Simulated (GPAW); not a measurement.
# Sr (Im-3m) in GPAW: convergence with smearing width (eV)

Aim: find how far smearing width (eV) must go before the results for Sr settle, at LDA. This setting moves, with any that are tied to it; all else stays.

All numbers are computed with GPAW 26.7.0; they aren't measurements. Logs are shortened: lines on timing, memory, paths and dates and some standing lists are left out, and cuts for length are marked. The log counts tension as positive stress, the text compression.

### 1 Starting point

The structure is cubic, space group Im-3m (No. 229). Conventional cell: a = 4.870 Å, b = 4.870 Å, c = 4.870 Å, α = 90.00°, β = 90.00°, γ = 90.00°. Sr (site symmetry m-3m) has 8 Sr at 4.22 Å as nearest neighbours.

This isn't the form of Sr at room conditions, which is fcc.

### 2 With smearing width (eV) 0.5

Contents of run.py:

```python
from ase import Atoms
from ase.dft.bandgap import bandgap
from ase.io import write
from ase.units import GPa
from gpaw import GPAW, PW

atoms = Atoms(['Sr'],
              cell=[[-2.435, 2.435, 2.435],
                    [2.435, -2.435, 2.435],
                    [2.435, 2.435, -2.435]],
              scaled_positions=[[0.0, 0.0, 0.0]],
              pbc=True)

calc = GPAW(mode=PW(600),
            xc='LDA',
            kpts={'size': (8, 8, 8), 'gamma': True},
            occupations={'name': 'fermi-dirac', 'width': 0.5},
            nbands=12,
            convergence={'density': 1e-05, 'energy': 1e-05},
            maxiter=100,
            txt='gpaw.txt')
atoms.calc = calc
energy = atoms.get_potential_energy()
forces = atoms.get_forces()
stress = atoms.get_stress()
calc.write('gs.gpw')
write('result.traj', atoms)
print(f'Energy: {energy:.6f} eV')
print('Forces (eV/A):')
print(forces.round(4))
print('Stress (GPa):', (stress / GPa).round(3))
print('Fermi level:', round(calc.get_fermi_level(), 4), 'eV')
print(f'Gap: {bandgap(calc)[0]:.4f} eV, direct: {bandgap(calc, direct=True)[0]:.4f} eV')
```

Potentials or basis: the program's PAW data sets (release 1.2.1) made for this functional, pw.

Run with:

```bash
$ OMP_NUM_THREADS=1 python run.py
```

Wall time 9.7 s (1 thread of Arm Neoverse V2, shared host); peak memory 0.15 GiB.

What came out:

| Quantity | Value |
| --- | --- |
| Free energy | -2.4380 eV |
| Pressure | -1.5 GPa |
| Band gap on the k mesh | none (metal or under the smearing width) |

### 3 With smearing width (eV) 0.3

Edit run.py of step 2 so:

```diff
@@ -16,3 +16,3 @@
             kpts={'size': (8, 8, 8), 'gamma': True},
-            occupations={'name': 'fermi-dirac', 'width': 0.5},
+            occupations={'name': 'fermi-dirac', 'width': 0.3},
             nbands=12,
```

Potentials or basis: the program's PAW data sets (release 1.2.1) made for this functional, pw.

Run with:

```bash
$ OMP_NUM_THREADS=1 python run.py
```

It took 8.9 s on 1 thread of Arm Neoverse V2, shared host; peak memory 0.15 GiB.

What came out:

- Free energy: -2.0967 eV
- Pressure: -1.7 GPa
- Band gap on the k mesh: none (metal or under the smearing width)

### 4 With smearing width (eV) 0.2

Edit run.py of step 3 so:

```diff
@@ -16,3 +16,3 @@
             kpts={'size': (8, 8, 8), 'gamma': True},
-            occupations={'name': 'fermi-dirac', 'width': 0.3},
+            occupations={'name': 'fermi-dirac', 'width': 0.2},
             nbands=12,
```

Run with:

```bash
$ OMP_NUM_THREADS=1 python run.py
```

Run time: 8.1 s. Hardware: 1 thread of Arm Neoverse V2, shared host; peak memory 0.15 GiB.

Results (log left out):

| Item | Value |
| --- | --- |
| Free energy | -1.9848 eV |
| Pressure | -1.7 GPa |
| Band gap on the k mesh | none (metal or under the smearing width) |

### 5 With smearing width (eV) 0.15

Edit run.py of step 4 so:

```diff
@@ -16,3 +16,3 @@
             kpts={'size': (8, 8, 8), 'gamma': True},
-            occupations={'name': 'fermi-dirac', 'width': 0.2},
+            occupations={'name': 'fermi-dirac', 'width': 0.15},
             nbands=12,
```

Run with:

```bash
$ OMP_NUM_THREADS=1 python run.py
```

Wall time 8 s (1 thread of Arm Neoverse V2, shared host); peak memory 0.15 GiB.

Results (log left out):

| Property | Result |
| --- | --- |
| Free energy | -1.9451 eV |
| Pressure | -1.8 GPa |
| Band gap on the k mesh | none (metal or under the smearing width) |

### 6 With smearing width (eV) 0.1

Edit run.py of step 5 so:

```diff
@@ -16,3 +16,3 @@
             kpts={'size': (8, 8, 8), 'gamma': True},
-            occupations={'name': 'fermi-dirac', 'width': 0.15},
+            occupations={'name': 'fermi-dirac', 'width': 0.1},
             nbands=12,
```

Potentials or basis: the program's PAW data sets (release 1.2.1) made for this functional, pw.

Run with:

```bash
$ OMP_NUM_THREADS=1 python run.py
```

Wall time 8 s (1 thread of Arm Neoverse V2, shared host); peak memory 0.15 GiB.

The run converged. Its results:

```yaml
Free_energy: -1.9171 eV
Pressure: -1.8 GPa
Band_gap_on_the_k_mesh: none (metal or under the smearing width)
```

### 7 With smearing width (eV) 0.05

Edit run.py of step 6 so:

```diff
@@ -16,3 +16,3 @@
             kpts={'size': (8, 8, 8), 'gamma': True},
-            occupations={'name': 'fermi-dirac', 'width': 0.1},
+            occupations={'name': 'fermi-dirac', 'width': 0.05},
             nbands=12,
```

Run with:

```bash
$ OMP_NUM_THREADS=1 python run.py
```

Run time: 8 s. Hardware: 1 thread of Arm Neoverse V2, shared host; peak memory 0.15 GiB.

It converged, with:

* Free energy: -1.9020 eV
* Pressure: -1.9 GPa
* Band gap on the k mesh: none (metal or under the smearing width)

### 8 With smearing width (eV) 0.025

Edit run.py of step 7 so:

```diff
@@ -16,3 +16,3 @@
             kpts={'size': (8, 8, 8), 'gamma': True},
-            occupations={'name': 'fermi-dirac', 'width': 0.05},
+            occupations={'name': 'fermi-dirac', 'width': 0.025},
             nbands=12,
```

Run with:

```bash
$ OMP_NUM_THREADS=1 python run.py
```

It took 8 s on 1 thread of Arm Neoverse V2, shared host; peak memory 0.15 GiB.

It converged, with:

- Free energy: -1.8989 eV
- Pressure: -1.9 GPa
- Band gap on the k mesh: none (metal or under the smearing width)

### 9 With smearing width (eV) 0.01

Edit run.py of step 8 so:

```diff
@@ -16,3 +16,3 @@
             kpts={'size': (8, 8, 8), 'gamma': True},
-            occupations={'name': 'fermi-dirac', 'width': 0.025},
+            occupations={'name': 'fermi-dirac', 'width': 0.01},
             nbands=12,
```

Potentials or basis: the program's PAW data sets (release 1.2.1) made for this functional, pw.

Run with:

```bash
$ OMP_NUM_THREADS=1 python run.py
```

gpaw.txt:

```text
__  _  _
 | _ |_)|_||  |
 |__||  | ||/\| - 26.7.0

Input parameters:
  mode=PW(ecut=600.0),
  convergence={'density': 1e-05, 'energy': 1e-05},
  kpts=MonkhorstPack(size=(8, 8, 8), gamma=True),
  maxiter=100,
  nbands=12,
  occupations=Occupations(name='fermi-dirac', width=0.01),
  xc=XC(name='LDA')

Diagonalizing LCAO Hamiltonian
Converting LCAO to pw mode

       Sr

Atoms  # Å, Bohr magnetons
|   | symbol |        x |        y |        z |    initial magnetic moments |
|---|--------|----------|----------|----------|-----------------------------|
| 0 |     Sr | 0.000000 | 0.000000 | 0.000000 | ( 0.0000,  0.0000,  0.0000) |

Unit cell  # Å
| periodic |         x |         y |         z |  lengths |     angles |
|----------|-----------|-----------|-----------|----------|------------|
|      yes | -2.435000 |  2.435000 |  2.435000 | 4.217544 | 109.471221 |
|      yes |  2.435000 | -2.435000 |  2.435000 | 4.217544 | 109.471221 |
|      yes |  2.435000 |  2.435000 | -2.435000 | 4.217544 | 109.471221 |

Number of symmetries: 48
Symmetry operations  # r_c * U_cc + t_c -> r_c
|    | kind |            matrix            |
|----|------|------------------------------|
|  0 |  σ   |  1, 1, 1,  0, 0,-1,  0,-1, 0 |
|  1 |  C4  |  1, 1, 1,  0, 0,-1, -1, 0, 0 |
|  2 |  C2  |  1, 1, 1,  0,-1, 0,  0, 0,-1 |
|  3 |  S6  |  1, 1, 1,  0,-1, 0, -1, 0, 0 |
|  4 |  S6  |  1, 1, 1, -1, 0, 0,  0, 0,-1 |
|  5 |  C4  |  1, 1, 1, -1, 0, 0,  0,-1, 0 |
|  6 |  E   |  1, 0, 0,  0, 1, 0,  0, 0, 1 |
|  7 |  σ   |  1, 0, 0,  0, 1, 0, -1,-1,-1 |
|  8 |  σ   |  1, 0, 0,  0, 0, 1,  0, 1, 0 |
|  9 |  C3  |  1, 0, 0,  0, 0, 1, -1,-1,-1 |
| 10 |  C3  |  1, 0, 0, -1,-1,-1,  0, 1, 0 |
| 11 |  σ   |  1, 0, 0, -1,-1,-1,  0, 0, 1 |
| 12 |  σ   |  0, 1, 0,  1, 0, 0,  0, 0, 1 |
| 13 |  C2  |  0, 1, 0,  1, 0, 0, -1,-1,-1 |
| 14 |  C3  |  0, 1, 0,  0, 0, 1,  1, 0, 0 |
| 15 |  S4  |  0, 1, 0,  0, 0, 1, -1,-1,-1 |
| 16 |  S4  |  0, 1, 0, -1,-1,-1,  1, 0, 0 |
| 17 |  C3  |  0, 1, 0, -1,-1,-1,  0, 0, 1 |
| 18 |  C3  |  0, 0, 1,  1, 0, 0,  0, 1, 0 |
| 19 |  S4  |  0, 0, 1,  1, 0, 0, -1,-1,-1 |
| 20 |  σ   |  0, 0, 1,  0, 1, 0,  1, 0, 0 |
| 21 |  C3  |  0, 0, 1,  0, 1, 0, -1,-1,-1 |
| 22 |  C2  |  0, 0, 1, -1,-1,-1,  1, 0, 0 |
| 23 |  S4  |  0, 0, 1, -1,-1,-1,  0, 1, 0 |
| 24 |  C4  |  0, 0,-1,  1, 1, 1,  0,-1, 0 |
| 25 |  σ   |  0, 0,-1,  1, 1, 1, -1, 0, 0 |
| 26 |  S6  |  0, 0,-1,  0,-1, 0,  1, 1, 1 |
| 27 |  C2  |  0, 0,-1,  0,-1, 0, -1, 0, 0 |
| 28 |  C4  |  0, 0,-1, -1, 0, 0,  1, 1, 1 |
| 29 |  S6  |  0, 0,-1, -1, 0, 0,  0,-1, 0 |
| 30 |  S6  |  0,-1, 0,  1, 1, 1,  0, 0,-1 |
| 31 |  C4  |  0,-1, 0,  1, 1, 1, -1, 0, 0 |
| 32 |  C4  |  0,-1, 0,  0, 0,-1,  1, 1, 1 |
| 33 |  S6  |  0,-1, 0,  0, 0,-1, -1, 0, 0 |
| 34 |  σ   |  0,-1, 0, -1, 0, 0,  1, 1, 1 |
| 35 |  C2  |  0,-1, 0, -1, 0, 0,  0, 0,-1 |
| 36 |  C2  | -1, 0, 0,  1, 1, 1,  0, 0,-1 |
| 37 |  S6  | -1, 0, 0,  1, 1, 1,  0,-1, 0 |
| 38 |  S6  | -1, 0, 0,  0, 0,-1,  1, 1, 1 |
| 39 |  C2  | -1, 0, 0,  0, 0,-1,  0,-1, 0 |
| 40 |  C2  | -1, 0, 0,  0,-1, 0,  1, 1, 1 |
| 41 |  i   | -1, 0, 0,  0,-1, 0,  0, 0,-1 |
| 42 |  S4  | -1,-1,-1,  1, 0, 0,  0, 1, 0 |
| 43 |  C3  | -1,-1,-1,  1, 0, 0,  0, 0, 1 |
| 44 |  C3  | -1,-1,-1,  0, 1, 0,  1, 0, 0 |
| 45 |  σ   | -1,-1,-1,  0, 1, 0,  0, 0, 1 |
| 46 |  S4  | -1,-1,-1,  0, 0, 1,  1, 0, 0 |
| 47 |  C2  | -1,-1,-1,  0, 0, 1,  0, 1, 0 |

BZ-sampling:
  Number of BZ points: 512
  Number of IBZ points: 29

  Monkhorst-Pack size: [8, 8, 8]
  Monkhorst-Pack shift: [0.0625, 0.0625, 0.0625]

K-points  # in reciprocal-cell coordinates
|     |                                coordinates |     weight |
|-----|--------------------------------------------|------------|
|   0 | (  0.00000000,   0.00000000,   0.00000000) | 0.00195312 |
|   1 | (  0.12500000,   0.00000000,   0.00000000) | 0.02343750 |
|   2 | (  0.12500000,   0.12500000,  -0.12500000) | 0.01171875 |
|   3 | (  0.25000000,   0.00000000,  -0.12500000) | 0.04687500 |
|   4 | (  0.25000000,   0.00000000,   0.00000000) | 0.02343750 |
|   5 | (  0.25000000,   0.12500000,  -0.12500000) | 0.04687500 |
|   6 | (  0.25000000,   0.25000000,  -0.25000000) | 0.01171875 |
|   7 | (  0.25000000,   0.25000000,   0.25000000) | 0.00390625 |
|   8 | (  0.37500000,  -0.12500000,  -0.12500000) | 0.01562500 |
|   9 | (  0.37500000,   0.00000000,  -0.12500000) | 0.09375000 |
| ... |                                            |            |
|  28 | (  0.50000000,   0.50000000,   0.50000000) | 0.00195312 |

Plane wave coefficients: 1961
Cutoff: 600.0 eV

Spin-components: 1 (collinear spins)
Bands:           12
Projectors:      5
Spin-degeneracy: 2
Datatype:        complex128

Parallelization:
  kpt:    1
  domain: 1
  band:   1

Density:
  Valence electrons: 10.0
  Components: 1
  Grid points: [24 24 24]
  Charge: 0.0  # |e|

Potential:
  Grid points: [24 24 24]

species:
  Sr:
    name:    Strontium
    Z:       38.0
    valence: 10
    core:    28
    charge:  0.0  # [|e|]
    compensation charges:
      type: gauss
      rc: 0.40  # [Å]
      lmax: 2
    cutoffs:
      filter: 2.39  # [Å]
      core: 1.85  # [Å]
    projectors
    | kind |    occ | energy [eV] | rcut [Å] |
    |------|--------|-------------|----------|
    |   4s |  2.000 |     -40.901 |    1.291 |
    |   5s |  2.000 |      -3.641 |    1.291 |
    |   4p |  6.000 |     -22.864 |    1.291 |
    |    p |        |       4.348 |    1.291 |
    |    d |        |       0.000 |    1.254 |

    Using partial waves for Sr as LCAO basis

Reference energy: -86396.735064  # eV

eigensolver:
  PPCG
  Converge bands: occupied
  niter=2

density mixing:
  MSR1-Mixer
  Pratt-step length: 0.05
  Maximum mixing coefficient: 0.75
  Old densities: 10
  SVD Regularization: 0.005
  Good broyden scale: 1.0
  Trust region scale: 1.0
  Backstep threshold: 4.0
  History deletion threshold: 6.0
  Fourier metric: weight=20.0, sigma=0.015

occupation numbers:
  Fermi-Dirac:
    width: 0.0100  # eV

poisson solver:
  ecut: 4800.0  # eV

xc functional:
  name: None

convergence criteria:
- Maximum integral of absolute [dens]ity change: 1e-05 electrons / valence electron
- Maximum [total energy] change in last 3 cyles: 1e-05 eV / valence electron
- Maximum integral of absolute [eigenst]ate change: 4e-08 eV^2 / valence electron
maximum number of iterations: 100

SCF iterations
|iter     | |      energy | eigst |  dens |
|---------|-|-------------|-------|-------|
|iter:   1| |   -1.839225 | +0.17 |       |
|iter:   2| |   -1.930668 | -1.22 | -1.52 |
|iter:   3| |   -1.902858 | -2.42 | -1.57 |
|iter:   4| |   -1.897493 | -3.23 | -1.79 |
|iter:   5| |   -1.897633 | -3.68 | -1.95 |
|iter:   6| |   -1.897667 | -5.43 | -2.71 |
|iter:   7| |   -1.897672c| -6.57 | -3.12 |
|iter:   8| |   -1.897672c| -7.59c| -4.40 |
|iter:   9| |   -1.897672c| -8.11c| -4.95 |
|iter:  10| |   -1.897672c| -8.93c| -6.13c|

Converged in 10 steps
Energy contributions relative to reference atoms: (reference = -86396.735064)

Energy contributions:
  Kinetic:          -3.330706
  Coulomb:           4.432791
  Zero:             -0.108405
  External:          0.000000
  Xc:               -2.891085
  Entropy:          -0.000535
  Spinorbit:         0.000000
  ----------------------------
  Free energy:      -1.897939
  Extrapolated:     -1.897672

dipole moment: (-9.550249, -9.550249, -9.550249)  # |e|*Ang

Fermi level: 3.124
Eigenvalues  # (at kpt = [0.000, 0.000, 0.000])
| band index |      eig [eV] | occ [0-2] |
|------------|---------------|-----------|
|          0 |       -33.520 |     2.000 |
|          1 |       -15.448 |     2.000 |
|          2 |       -15.448 |     2.000 |
|          3 |       -15.448 |     2.000 |
|          4 |        -0.497 |     2.000 |
|          5 |         5.323 |     0.000 |
|          6 |         5.323 |     0.000 |
|          7 |         5.323 |     0.000 |
|          8 |         6.606 |     0.000 |
|          9 |         6.606 |     0.000 |
|         10 |        10.958 |     0.000 |
|         11 |        10.958 |     0.000 |

No gap
No difference between direct/indirect transitions

Forces  # eV/Ang
|       x |       y |       z |
|---------|---------|---------|
| 0.00000 | 0.00000 | 0.00000 |  # Sr   0

Stress tensor  # eV/Ang^3
|         x |         y |         z |
|-----------|-----------|-----------|
|  0.012114 | -0.000000 | -0.000000 |
| -0.000000 |  0.012114 |  0.000000 |
| -0.000000 |  0.000000 |  0.012114 |

# Writing to gs.gpw (mode='')
```

Run time: 8.4 s. Hardware: 1 thread of Arm Neoverse V2, shared host; peak memory 0.15 GiB.

Results:

```
Free energy            : -1.8979 eV
Pressure               : -1.9 GPa
Band gap on the k mesh : none (metal or under the smearing width)
```

### 10 Result

| smearing width (eV) | energy less the tightest run, at zero smearing (meV/atom) | pressure (GPa) | SCF cycles | CPU time (s) | peak memory (GiB) |
| --- | --- | --- | --- | --- | --- |
| 0.5 | -24.67 | -1.46 | 11 | 9.7 | 0.15 |
| 0.3 | -0.08 | -1.65 | 10 | 8.9 | 0.15 |
| 0.2 | 3.34 | -1.72 | 9 | 8.1 | 0.15 |
| 0.15 | 3.60 | -1.75 | 9 | 8 | 0.15 |
| 0.1 | 2.32 | -1.80 | 9 | 8 | 0.15 |
| 0.05 | -0.01 | -1.88 | 9 | 8 | 0.15 |
| 0.025 | -0.25 | -1.92 | 9 | 8 | 0.15 |
| 0.01 | 0.00 | -1.94 | 10 | 8.4 | 0.15 |

Against the tightest run, the energy stays within 1 meV/atom from 0.05 on; the pressure stays within 0.1 GPa from 0.05 on. Narrower smearing needs a denser k mesh, so at a fixed mesh the narrowest width isn't the most accurate. The tightest run that finished is the yardstick and may itself not be fully converged.

Caveats: the cell was measured hot, at 901 K.
